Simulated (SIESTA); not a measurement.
**In under changes of volume**

One of the cells (26.666 Å³/atom); the others are scaled copies at fixed shape and fractional positions:

```
In
1.0
    -1.63624    1.63624    2.49008
     1.63624   -1.63624    2.49008
     1.63624    1.63624   -2.49008
In
1
Direct
  0.00000 0.00000 0.00000
```

| Property | Result |
| --- | --- |
| Program | SIESTA 5.4.2 |
| Functional | PBE |
| Potentials or basis | PseudoDojo 0.4 standard (PBE files) |
| Basis | DZP (energy shift 0.003 Ry; two zetas on semicore shells) |
| Grid cutoff | 500 Ry |
| Energy shift | 0.003 Ry |
| k mesh | 11 × 11 × 11 |
| Occupations | fermi-dirac, width 0.05 eV |
| Spin | no spin polarisation |

```csv
volume (Å³/atom),energy over the lowest point (meV/atom),pressure (GPa)
24.575,49.64,6.1
25.098,32.71,4.7
25.621,19.37,3.6
26.666,?,?
27.189,0.59,0.6
27.712,0.00,-0.2
```

Task: What does the run at 26.666 Å³/atom give?

Result: Energy over the lowest point 3.78 meV/atom; pressure 1.4 GPa.

Worked out: A Birch-Murnaghan fit of order 3 (a polynomial in V^(-2/3)) to the other rows has its minimum at 27.55 Å³/atom with B0 = V·E''(V) = 41 GPa and B' = 3.9 at fixed shape and positions, which overstates the stiffness. It gives 3.77 meV/atom at 26.666 Å³/atom, against the run's 3.78, and -dE/dV = 1.4 GPa, against 1.4.

Energies are extrapolated to zero smearing.

Caveats: the basis of atomic orbitals isn't converged, which shifts pressures, moduli and gaps.
